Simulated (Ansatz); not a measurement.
**Cu: equation of state with PBE**

The system is Cu.

```
Cu
1.0
     0.00000    1.80750    1.80750
     1.80750    0.00000    1.80750
     1.80750    1.80750    0.00000
Cu
1
Direct
  0.00000 0.00000 0.00000
```

```json
{
 "Program": "Ansatz 0.2.0",
 "Task": "equation of state",
 "Functional": "PBE",
 "Potentials or basis": "Ansatz PAW polarizable",
 "Cutoff": "420 eV",
 "Density cutoff": "1680 eV",
 "k mesh": "13 × 13 × 13",
 "Occupations": "fermi-dirac, width 0.05 eV",
 "Spin": "no spin polarisation"
}
```

| Property | Result |
| --- | --- |
| Equilibrium volume | 11.95 Å³/atom |
| Bulk modulus | 142 GPa |
| Pressure derivative of the bulk modulus | 5.0 |

Energy against volume, from the lowest point:
| volume (Å³/atom) | energy (meV/atom) |
| --- | --- |
| 11.102 | 30.22 |
| 11.338 | 14.85 |
| 11.574 | 5.09 |
| 11.810 | 0.33 |
| 12.047 | 0.00 |
| 12.283 | 3.60 |
| 12.519 | 10.69 |

All runs of the series together: 5.4 s on 2 threads of Arm Neoverse V1, on a shared host.

PBE usually gives volumes a little too large and moduli too small. Zero-point motion and thermal expansion aren't in these numbers.
